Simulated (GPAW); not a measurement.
Crystal: Sn.

```
CELL_PARAMETERS angstrom
-2.94014 2.94014 1.59930
2.94014 -2.94014 1.59930
2.94014 2.94014 -1.59930
ATOMIC_POSITIONS crystal
Sn 0.00000 0.00000 0.00000
Sn 0.75000 0.25000 0.50000
```

Base run:

```yaml
Program: GPAW 26.7.0
Functional: PBE
Potentials_or_basis: GPAW PAW data sets (gpaw-data 1.2.1)
Cutoff: 600 eV
Basis: pw
k_mesh: 9 × 9 × 9
Occupations: fermi-dirac, width 0.05 eV
Spin: no spin polarisation
```

Its results: pressure 1.1 GPa.

Problem. After a change of settings the same cell gave: pressure -3.1 GPa. Which change was it?
A. occupations from fermi-dirac, width 0.05 eV to gaussian, width 0.011 eV
B. functional from PBE to LDA; potentials or basis from GPAW PAW data sets (gpaw-data 1.2.1) to the program's PAW data sets (release 1.2.1) made for this functional
C. k mesh from 9 × 9 × 9 to 7 × 7 × 7; spin from no spin polarisation to spin-orbit coupling, no magnetisation

Solution. B.
